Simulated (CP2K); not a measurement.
The system is BN.

```
N B
1.0
     2.55394    0.00000    0.00000
    -1.27697    2.21178    0.00000
     0.00000    0.00000    4.22685
N B
2 2
Direct
  0.33333 0.66667 0.12528
  0.66667 0.33333 0.62528
  0.33333 0.66667 0.49972
  0.66667 0.33333 0.99972
```

Measurements of this composition are mostly on another form, of space group No. 194.

Program: CP2K 2026.2. Alike in all runs: task band structure; potentials or basis POTENTIAL_UZH N GTH-PBE-q5, B GTH-PBE-q3; TZVP-MOLOPT-PBE-GTH basis; no spin polarisation; cell as given; k mesh 12 × 12 × 6; smearing fermi-dirac 0.05 eV.

Question: Order these runs on this cell by their pressure, lowest first.
A. level PBE
B. level vdW-DF2; cutoff of the non-local correlation (Ry) 300
C. level LDA

Answer: C (-3.1 GPa), A (0.7 GPa), B (10.7 GPa).

Caveats: the basis of atomic orbitals isn't converged, which shifts pressures, moduli and gaps; the potentials were made for another functional, which shifts forces and pressure (some runs).
